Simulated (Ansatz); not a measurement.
Reactions of `[F][Ga]([Cl])[O][SiH3]`.

Isolated molecules relaxed with PBE0-D4/def2-TZVP in Ansatz; ΔE leaves out vibrations. CBS: MP2 limit from def2 TZ/QZ plus the TZ coupled-cluster correction, frozen cores. This one scheme is used for every species. DFT in def2-TZVPP. For Ga outer-core shells are correlated without core-valence functions, which leaves a few kJ/mol of doubt a bond. Scalar relativity is left out up to krypton. One conformer a species, not always the lowest.

```
                                                                      reaction  PBE-D4 (eV)  MP2/CBS(def2) (eV)  CCSD(T)/CBS(def2) (eV)
`[F][Ga]([Cl])[O][SiH3]` + tert-butanol → `CC(C)(C)[O][Ga]([F])[Cl]` + silanol         0.03                0.06                    0.08
      `[F][Ga]([Cl])[O][SiH3]` + propane → `C[CH](C)[Ga]([Cl])[O][SiH3]` + H–F         0.73                0.66                    0.70
              `[F][Ga]([Cl])[O][SiH3]` + H₂O → `[OH][Ga]([Cl])[O][SiH3]` + H–F         0.20                0.15                    0.17
                     `[F][Ga]([Cl])[O][SiH3]` → `[OH][Ga]([F])[Cl]` + `[SiH2]`         3.31                3.67                    3.45
  `[F][Ga]([Cl])[O][SiH3]` + `OB(O)Cl` → `OB(Cl)O[SiH3]` + `[OH][Ga]([F])[Cl]`         0.06                0.09                    0.09
```

Largest T1 diagnostic: 0.014, for `[SiH2]`.
